## Reading a lattice constant from two energies

The computed lattice constant of germanium can be estimated by hand to within 0.01 Å for every row of the table below, from two energies and the stiffness of the crystal. The two energies tell how hard a given level of theory pushes the atoms apart, or pulls them together, in a cell of fixed size. The stiffness tells how far the crystal yields to that push. Functionals differ mainly in the push, so one stiffness serves them all.

Lattice constant of the conventional cubic cell of germanium (diamond structure) from equation-of-state fits in Kohn-Sham DFT with FLEUR MaX-R8.1, OpenMX 3.8.5, Quantum ESPRESSO 7.5 and GPAW 26.7.0. All runs omit spin polarization and spin-orbit coupling and use Fermi-Dirac smearing of 0.05 eV. The measured reference is 5.658 Å for a bulk crystal (pmc:9151678).

| program | functional | how the value is got | potentials or basis | wave cutoff (eV) | k-mesh | computed lattice constant (Å) | computed over measured, less one (%) |
| --- | --- | --- | --- | --- | --- | --- | --- |
| FLEUR MaX-R8.1 (later development tree) (1) | MJW | from the rest volume of the fit | all electron | n/a | 8x8x8 | 5.626 | -0.56 |
| FLEUR MaX-R8.1 (later development tree) (2) | SCAN | from the rest volume of the fit | all electron | n/a | 8x8x8 | 5.670 | 0.20 |
| OpenMX 3.8.5 | LDA | from the rest volume of the fit | OpenMX 2013 LDA set | n/a | 9x9x9 | 5.674 | 0.28 |
| FLEUR MaX-R8.1 (later development tree) (3) | PBEsol | from the rest volume of the fit | all electron | n/a | 8x8x8 | 5.676 | 0.31 |
| Quantum ESPRESSO 7.5 (1) | PBEsol | from the rest volume of the fit | PseudoDojo 0.4.1 SR PBEsol standard | 1061 | 8x8x8 | 5.676 | 0.31 |
| FLEUR MaX-R8.1 (later development tree) (4) | r2SCAN | from the rest volume of the fit | all electron | n/a | 8x8x8 | 5.676 | 0.33 |
| FLEUR MaX-R8.1 (later development tree) (5) | AM05 | from the rest volume of the fit | all electron | n/a | 8x8x8 | 5.681 | 0.40 |
| FLEUR MaX-R8.1 (later development tree) (6) | Wigner | from the rest volume of the fit | all electron | n/a | 8x8x8 | 5.688 | 0.53 |
| GPAW 26.7.0 (1) | PBEint | from the rest volume of the fit | PAW data sets made by gpaw setup for the functional | 600 | 8x8x8 | 5.707 | 0.86 |
| GPAW 26.7.0 (2) | PW91+D4 | from the rest volume of the fit | PAW data sets made by gpaw setup for the functional | 600 | 8x8x8 | 5.712 | 0.95 |
| FLEUR MaX-R8.1 (patched build s14) | Xalpha | from the rest volume of the fit | all electron | n/a | 8x8x8 | 5.749 | 1.61 |
| Quantum ESPRESSO 7.5 (2) | PBE | from the rest volume of the fit | SSSP 1.3 efficiency PBE | 748 | 8x8x8 | 5.761 | 1.81 |

### What geometry alone gives

In the diamond structure each atom touches four neighbours, and a bond spans a quarter of the body diagonal of the cubic cell. With a covalent radius r this gives a = 8r/√3. A radius of roughly 1.22 Å leads to 5.635 Å, which is the right size for a crystal of germanium single bonds.

This estimate is the same for every row. It misses the longest computed value, that of PBE, by 0.126 Å, or about 2 %. A radius knows the element and the type of bond, but it doesn't know which approximation for exchange and correlation is in use. To tell the rows apart, one needs a quantity that each calculation supplies.

### Push and stiffness

Put all the calculations into the same cell, with a lattice constant of 5.658 Å. To the digits given, this is also the measured value. If a functional had its energy minimum exactly there, its energy would be level at that volume and the crystal would feel no pressure. If the energy still falls as the cell grows, the crystal is under pressure and would expand if released.

The size of the expansion depends on how stiff the crystal is. An infinitely stiff one would not move at all, whatever the pressure. A real crystal under a small pressure P changes its volume by the fraction P/B, which is what the bulk modulus B means. Three edges share this change equally, so the lattice constant changes by a third of it:

Δa/a = P/(3B)

For germanium B is roughly 75 GPa, a recalled value that was not adjusted to these rows. One gigapascal of pressure then lengthens the lattice constant by about 0.025 Å. That is why functionals that differ by only a few gigapascals disagree visibly about the size of the crystal.

For a larger pressure the crystal softens as it expands, because stretched bonds resist less. The bulk modulus falls by about 4.5 GPa for each gigapascal released, again a rough recalled value. Carrying this through to second order multiplies the shift by 1 + 14.5 P/(6B). The factor tends to one for small pressures, as it must.

### Two rows worked by hand

The pressure comes from the energies of two cells, one 4 % smaller and one 4 % larger in volume than the common cell. The common cell holds 5.658³/8 = 22.64 Å³ per atom, so the two volumes lie 0.08 × 22.64 = 1.81 Å³ apart. For PBEsol in Quantum ESPRESSO the energy drops by 8.51 meV per atom from the smaller cell to the larger one.

- Pressure: 0.00851 eV / 1.81 Å³ = 0.0047 eV/Å³. One eV/Å³ is about 160 GPa, so P is 0.75 GPa.
- Relative shift: 0.75/(3 × 75) = 0.0033.
- Lattice constant: 5.658 × 1.0033 = 5.677 Å.

The full calculation gives 5.676 Å. Softening would change the estimate by less than 0.001 Å, so the simple rule is enough here.

PBE is the demanding case, with an energy drop of 41.52 meV per atom and a pressure of 3.67 GPa. The simple rule gives 5.750 Å, which is too short by about 0.01 Å. The softening factor of 1.118 lengthens the shift and brings the estimate to 5.761 Å, the computed value.

For small shifts the whole procedure shrinks to one line: each meV per atom of energy drop adds 0.0022 Å to 5.658 Å. If the energy rises instead, the same amount is subtracted.

### Why one stiffness serves all functionals

At first sight a common bulk modulus looks unsafe. The values fitted at each row's own energy minimum run from 52 to 72 GPa, and the functionals with the longest lattice constants are among the softest. But those values belong to crystals of different size. Carried back to the common cell with each row's own softening, they lie between 65 and 75 GPa.

So a good part of the apparent softness of PBE is the softness of a stretched crystal. A likely reason is that the stiffness is set mostly by the kinetic energy of the electrons together with electrostatics, which all these functionals treat in nearly the same way. A change of functional adds a smaller energy that varies gently with volume. Such a term tilts the energy curve more than it bends it.

The direction of the tilt can often be argued. As a crystal is stretched, its electron density becomes more uneven, with thinner regions between the bonds. Exchange of the PBE kind rewards strong density gradients and therefore favours the larger cell. PBEsol has the same form with a weaker dependence on the gradient, and its lattice constant is shorter, as this argument suggests.

A dispersion correction tilts the curve the other way, because its attraction weakens as the atoms move apart. In the PW91+D4 row the listed dispersion energies, taken per cell of two atoms, remove about 21 meV per atom from the energy drop. Putting this back into the rule gives about 5.77 Å for PW91 without D4, close to PBE. No row of the table tests that number, but it shows how to judge an added energy term: find its change between the two cells and convert it into a length.

### How good the rule is

With softening included, the typical miss over the table is 0.003 Å and the largest is 0.007 Å. The improvement over the simple rule comes from the two longest lattice constants, those of Xalpha and PBE. Below about 2.5 GPa the correction brings no consistent gain, and the simple rule stays within about 0.005 Å. The two energies are themselves among the points from which each computed value was fitted, so the agreement tests the shortcut and not the functionals. The output that follows lists both estimates for each row.

Part of this accuracy is a cancellation. The energy curve is steeper on the compressed side, so two energies overstate the pressure by roughly 0.1 GPa. The recalled bulk modulus lies at the upper end of the range found in the common cell, which makes the estimated shift too small. For an expanding crystal the two errors oppose each other.

For a contracting crystal they add, because its pressure is negative and comes out too weak. MJW, the only row whose energy rises between the two cells, shows it: the estimate is too long by 0.006 Å, a sizeable part of a shift of only about 0.03 Å. The largest miss belongs to Xalpha. Its fitted curve softens faster on expansion than the rule assumes, so the crystal yields more than estimated. That fit is also the least certain in the table, because the energies follow a smooth curve less closely than those of the other rows, and the run used a smaller basis than the other FLEUR rows.

### Where the rule stops

The rule shortens the search for an energy minimum, but it doesn't foresee the push of a functional that has not been run. Without the two energies only the estimate from the radius remains. The rule has been tried here on one material and for shifts of up to 2 %. In another crystal the bulk modulus must be replaced, and a softer crystal turns the same error in pressure into a larger error in length.

Nor does the pressure reveal where it comes from. The LDA of OpenMX gives a lattice constant 0.048 Å longer than the all-electron MJW, although both are local-density approximations of the same kind. The rule reproduces both values, because the energies already carry the effect of the potential and the basis. One such choice is that the OpenMX potential treats only the four outer electrons of each atom explicitly. Most of the difference is expected to come from technical choices of this sort, which the data don't separate, because the two forms of the local-density approximation are nearly alike.

Agreement with experiment needs similar care. The measured lattice constant contains thermal expansion and zero-point motion, which the calculations leave out. Removing them would shorten it by roughly 0.01 to 0.02 Å, which makes the errors of all the functionals that are already too long larger by the same amount. The table can establish that PBE makes the crystal clearly too large. SCAN, PBEsol and r2SCAN differ by only a few thousandths of an ångström, and so small a lead on one crystal doesn't show which of them is best.

Numerical output:

```
Hand estimates:
                                          row  computed a (A)  energy drop (meV/atom)  pressure (GPa)  linear rule (A)  its miss (A)  with softening (A)  its miss (A)
  FLEUR MaX-R8.1 (later development tree) (1)           5.626                   -11.9          -1.053            5.631      0.005349               5.632      0.006247
  FLEUR MaX-R8.1 (later development tree) (2)            5.67                     6.2          0.5485            5.672      0.001612               5.672      0.001856
                                 OpenMX 3.8.5           5.674                   8.343           0.738            5.676      0.002379               5.677       0.00282
  FLEUR MaX-R8.1 (later development tree) (3)           5.676                     8.4          0.7431            5.677     0.0005058               5.677     0.0009533
                     Quantum ESPRESSO 7.5 (1)           5.676                    8.51          0.7528            5.677     0.0007505               5.677       0.00121
  FLEUR MaX-R8.1 (later development tree) (4)           5.676                     9.4          0.8316            5.679       0.00273               5.679      0.003291
  FLEUR MaX-R8.1 (later development tree) (5)           5.681                    10.3          0.9112            5.681    -0.0002676               5.681     0.0004051
  FLEUR MaX-R8.1 (later development tree) (6)           5.688                    13.1           1.159            5.687     -0.001039               5.688     4.908e-05
                              GPAW 26.7.0 (1)           5.707                   21.53           1.905            5.706     -0.001287               5.709      0.001653
                              GPAW 26.7.0 (2)           5.712                   23.24           2.056             5.71     -0.002478               5.713     0.0009469
           FLEUR MaX-R8.1 (patched build s14)           5.749                    34.4           3.043            5.734      -0.01466               5.742     -0.007154
                     Quantum ESPRESSO 7.5 (2)           5.761                   41.52           3.673             5.75      -0.01082               5.761     0.0001119
Lattice constant of the common cell (A): 5.658
Linear rule, shift per GPa (A): 0.02515
Linear rule, shift per meV/atom of energy drop (A): 0.002224
Estimate from the covalent radius alone (A): 5.635
Radius estimate, largest miss (A): 0.1261
Linear rule, root mean square miss (A): 0.005671
Linear rule, largest miss (A): 0.01466
Linear rule, largest miss where the pressure is below 2.5 GPa (A): 0.005349
Rule with softening, root mean square miss (A): 0.003144
Rule with softening, largest miss (A): 0.007154
Softening factor on the shift for PBE: 1.118
Lowest bulk modulus at the own minimum (GPa): 52.47
Highest bulk modulus at the own minimum (GPa): 72.42
Lowest bulk modulus at the common cell (GPa): 65.19
Highest bulk modulus at the common cell (GPa): 75.25
Excess of the two-energy pressure from the curve's asymmetry, rough (GPa): 0.11
Part of the energy drop removed by D4 (meV/atom): 20.59
Estimate for PW91 without D4 (A): 5.767
OpenMX LDA less all-electron MJW (A): 0.048
Highest less lowest computed lattice constant (A): 0.135
```
